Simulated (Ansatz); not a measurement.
Structure from Materials Project entry mp-1690 (possibly hypothetical), not relaxed further.

An input for TaS$_{2}$ and the output that it gave: DFT, PBE, all-electron LAPW, scalar-relativistic (Ansatz 0.2.0).

```yaml
crystal:
  lattice:
    - [3.3828573416, 0.0, 0.0]
    - [-1.6914286708, 2.9296403952, 0.0]
    - [0.0, 0.0, 6.16797857]
  atoms:
    - { symbol: Ta, position: [0.0, 0.0, 0.0] }
    - { symbol: S, position: [0.6666666667, 0.3333333333, 0.75428212] }
    - { symbol: S, position: [0.3333333333, 0.6666666667, 0.24571788] }
kpoints:
  mp_grid: { grid: [12, 12, 6] }
  band_path:
    path:
      - [0.0, 0.0, 0.0]
      - [0.5, 0.0, 0.0]
      - [0.3333333333, 0.3333333333, 0.0]
      - [0.0, 0.0, 0.0]
      - [0.0, 0.0, 0.5]
      - [0.5, 0.0, 0.5]
      - [0.3333333333, 0.3333333333, 0.5]
      - [0.0, 0.0, 0.5]
      - [0.5, 0.0, 0.5]
    npoints: 8
scf:
  occupations: { method: fermi_dirac, width: 0.08 }
hamiltonian:
  xc: pbe
  pseudopotentials: { kind: all_electron, lapw: { basis_error: 0.001 } }
output:
  forces: true
  stress: true
  eigenvalues: true
  fatbands: true
  populations: true
  dos: { projected: true, de: 0.2, e_range: [-14, 8] }
```

Output:

```
Ta: projections on atomic orbitals take those of the free atom 1s2 2s2 2p6 3s2 3p6 3d10 4s2 4p6 4d10 4f14 5s2 5p6 5d3 6s2, of charge +0.00 (hamiltonian.pseudopotentials.projection_atoms)
S: projections on atomic orbitals take those of the free atom 1s2 2s2 2p6 3s2 3p4, of charge +0.00 (hamiltonian.pseudopotentials.projection_atoms)
LAPW: plane waves up to 8.398 Å⁻¹, error target 1.0e-3 eV per atom; small_component_spin mean_spin; S in spheres of 1.056 Å, 14 of its electrons in bands, Dirac shells []; Ta in spheres of 1.416 Å, 43 of its electrons in bands, Dirac shells []
Engine: ansatz 0.2.0
Pseudopotentials: kind: all_electron
Pseudopotential: Ta, LAPW, valence charge 43, Koelling and Harmon's equation, gaussian nucleus
Pseudopotential: S, LAPW, valence charge 14, Koelling and Harmon's equation, gaussian nucleus
Functional definition: PBE
  parameter kappa = 0.804
  parameter beta = 0.06672455060314922
  exchange = pbe_x(kappa = kappa, mu = beta*pi^2/3)
  correlation = pbe_c(beta = beta)
Crystal: 3 atoms, lattice volume = 61.128 Å³
Basis set: ecut = 268.67562441663995 eV, 635 PW (Γ), exchange–correlation at level 2
Bands: 43, of which v1, the nominal top of the filled ones, is band 36 counted from 1 (35 counted from 0)
Symmetry: 12 space group operations
Space group: P-3m1 (ITA 164), of the structure as read, at distance tolerance 3.9e-5 Å
k-points: 100 of 864
Non-local potential: Ta, projectors of the file, none
Non-local potential: S, projectors of the file, none
Initial density: superposition of atomic densities (chi_scale 0.1, normalization cell, long waves kept (reshape's long-wave potential 0.27 eV rms))
Initial wavefunctions: plane waves of lowest kinetic energy (no species holds an atomic orbital)
Functional: x = pbe(κ = 0.804, μ = 0.2195149727645171), c = pbe(β = 0.06672455060314922)
iter 1 solved again at ethr=2.10e-3 eV; its pass at ethr=1.00e-1 eV (dr2=1.49e0 eV) is discarded
SCF iter   1: F=—  HF=-446298.169688 eV  |F-HF|=—  |Δ(HF+E_count)|=         —  Δρ=4.33e-2  dr2=1.49e0  ethr=2.10e-3  ⟨swp⟩=2.0  Hψ=27845  notcnv=0
preconditioner: auto → LDOS  [metal: Δε(μ)=0.012 eV  Ē_g=16.748 eV  σ=0.080 eV  W_gap=0.04  n_scr=22 (ndim 8)  ℏωp=26.4 eV  f_vac=0.167  D(μ)=1.41/eV (n_scr^D=4)  β→1.0]
SCF iter   2: F=—  HF=-446297.790605 eV  |F-HF|=—  |Δ(HF+E_count)|=   3.79e-1  Δρ=2.20e-2  dr2=3.21e-1  ethr=2.10e-3  ⟨swp⟩=3.0  Hψ=13869  notcnv=0
iter 3 solved again at ethr=3.47e-5 eV; its pass at ethr=4.53e-4 eV (dr2=2.46e-2 eV) is discarded
SCF iter   3: F=—  HF=-446297.631239 eV  |F-HF|=—  |Δ(HF+E_count)|=   1.59e-1  Δρ=5.84e-3  dr2=2.46e-2  ethr=3.47e-5  ⟨swp⟩=2.0  Hψ=22757  notcnv=0
SCF iter   4: F=—  HF=-446297.583237 eV  |F-HF|=—  |Δ(HF+E_count)|=         —  Δρ=2.81e-3  dr2=5.43e-3  ethr=3.47e-5  ⟨swp⟩=2.0  Hψ=12214  notcnv=0
the basis was enlarged: its passes take 4.0 MiB over the memory plan, 1 of 1 planned eigensolver slots
SCF iter   5: F=—  HF=-446297.578427 eV  |F-HF|=—  |Δ(HF+E_count)|=   4.81e-3  Δρ=7.94e-4  dr2=3.02e-4  ethr=7.65e-6  ⟨swp⟩=2.8  Hψ=12361  notcnv=0
SCF iter   6: F=—  HF=-446297.578439 eV  |F-HF|=—  |Δ(HF+E_count)|=   1.25e-5  Δρ=1.57e-4  dr2=1.19e-5  ethr=4.25e-7  ⟨swp⟩=2.1  Hψ=12222  notcnv=0
SCF iter   7: F=—  HF=-446297.578443 eV  |F-HF|=—  |Δ(HF+E_count)|=   4.10e-6  Δρ=2.47e-5  dr2=3.60e-7  ethr=1.68e-8  ⟨swp⟩=3.0  Hψ=12913  notcnv=0
SCF iter   8: F=-446297.578443 eV  HF=-446297.578443 eV  |F-HF|=4.48e-9  |Δ(HF+E_count)|=   9.31e-8  Δρ=3.91e-6  dr2=5.59e-9  ethr=5.07e-10  ⟨swp⟩=3.0  Hψ=12427  notcnv=0
SCF 1 converged in 8 iterations: F = -446297.578443 eV  dr2 = 5.59e-9
NSCF: frozen V_eff on 65 k-points
SCF converged after 8 iterations
Free energy (F): -446297.578443 eV
Harris-Foulkes:  -446297.578443 eV  (|F-HF|=4.48e-9)
Internal energy: -446297.546795 eV  (E = F + TS)
E sigma→0 (E₀):  -446297.562619 eV
Entropy (-TS):   -0.031649 eV (-10.550 meV/atom)
Fermi energy:    12.025848 eV
--- Per-component energies (eV) ---
  E_band       = -7073.918947
  E_kinetic    = 495758.729245
  E_xc         = -10019.513347
  E_electrostatic = -932036.762693  (all electrons and nuclei)
  E_smearing   = -0.031649  (= −TS)
  E_closure    = 0.000000  (closes the sum)
  E_atoms      = -446276.534439  (free atoms, spherical and without spin; not in F)
  Σ components = -446297.578443   (vs F -446297.578443, Δ=0.00e0)
  Basis errors (estimates in eV, not in F): energy 4.6e-4 per atom: plane waves 4.2e-4 (2.4e-4 summed), levels above the bands 8.8e-46, relativity 3.3e-8, radial functions 4.9e-5, core shells 1.7e-8; eigenvalues (radial functions only) 1.6e-6; not estimated: angular momenta, meshes, grids; target (lapw.basis_error) 1.0e-3; muffin-tin radii S 1.056 Å, Ta 1.416 Å
--- Forces (eV/Å), atoms counted from 1 ---
  atom   1  Ta     0.00000000    -0.00000000     0.00000000
  atom   2  S      0.00000000    -0.00000000    -0.19758178
  atom   3  S      0.00000000     0.00000000     0.19758178
  max |Σ_I F_I| component: 2.63e-31 eV/Å
--- Stress (GPa, compression-positive) ---
        0.783413       0.000000       0.000000
       -0.000000       0.783413      -0.000000
        0.000000      -0.000000       2.560729
  P = ⅓ Tr σ = 1.3759 GPa (13.759 kbar)
--- Band table (eV; the first three rows and the last of 100) ---
  k-point 0: bands = ["-384.2423", "-384.2423", "-384.2146", "-205.8049", "-205.8049", "-205.7806", "-205.7746", "-205.7746", "-193.8309", "-193.8309", "-138.6080", "-138.6080", "-138.6080", "-138.6080", "-138.5972", "-138.5972", "-56.8324", "-23.2921", "-23.2790", "-23.2790", "-8.7114", "-8.6843", "-8.6657", "-8.6657", "-8.6557", "-8.6465", "-8.6465", "-2.7979", "-1.0443", "5.3703", "8.0695", "8.0695", "10.4194", "11.2280", "11.2280", "12.1114", "12.1114", "12.1866", "15.8869", "15.8869", "17.0583", "17.2779", "20.9556"]
  k-point 1: bands = ["-384.2423", "-384.2423", "-384.2146", "-205.8049", "-205.8049", "-205.7806", "-205.7746", "-205.7746", "-193.8309", "-193.8309", "-138.6080", "-138.6080", "-138.6080", "-138.6080", "-138.5972", "-138.5972", "-56.8324", "-23.2921", "-23.2790", "-23.2790", "-8.7114", "-8.6843", "-8.6657", "-8.6657", "-8.6557", "-8.6465", "-8.6465", "-2.7585", "-1.1210", "5.5557", "8.0742", "8.0742", "9.9208", "11.2056", "11.2056", "12.1073", "12.1073", "12.4941", "15.9495", "15.9495", "17.1560", "17.4993", "20.9956"]
  k-point 2: bands = ["-384.2423", "-384.2423", "-384.2146", "-205.8049", "-205.8049", "-205.7806", "-205.7746", "-205.7746", "-193.8309", "-193.8309", "-138.6080", "-138.6080", "-138.6080", "-138.6080", "-138.5972", "-138.5972", "-56.8324", "-23.2921", "-23.2790", "-23.2790", "-8.7114", "-8.6843", "-8.6657", "-8.6657", "-8.6557", "-8.6465", "-8.6465", "-2.6691", "-1.2820", "6.0004", "8.0836", "8.0836", "9.0801", "11.1618", "11.1618", "12.0990", "12.0990", "12.8652", "16.0785", "16.0785", "17.3436", "18.0836", "21.0606"]
  k-point 99: bands = ["-384.2423", "-384.2423", "-384.2146", "-205.8049", "-205.8049", "-205.7806", "-205.7746", "-205.7746", "-193.8309", "-193.8309", "-138.6081", "-138.6081", "-138.6081", "-138.6081", "-138.5972", "-138.5972", "-56.8199", "-23.4606", "-23.4606", "-23.2351", "-8.7022", "-8.6925", "-8.6643", "-8.6643", "-8.6517", "-8.6517", "-8.6464", "-0.7997", "-0.7997", "6.6851", "6.7118", "6.7118", "8.3816", "8.4943", "8.4943", "13.3323", "13.4202", "13.4202", "16.8091", "16.8091", "19.4750", "19.5698", "19.9760"]
--- Löwdin populations: 3 sites ---
  site symbol       q [e]
     0     Ta     72.3946
     1      S     16.2092
     2      S     16.2092
  spilling = 0.001780 (of n_electrons = 105.000000)
```

Spin polarisation is left out, and whether a magnetic state lies lower isn't shown here.
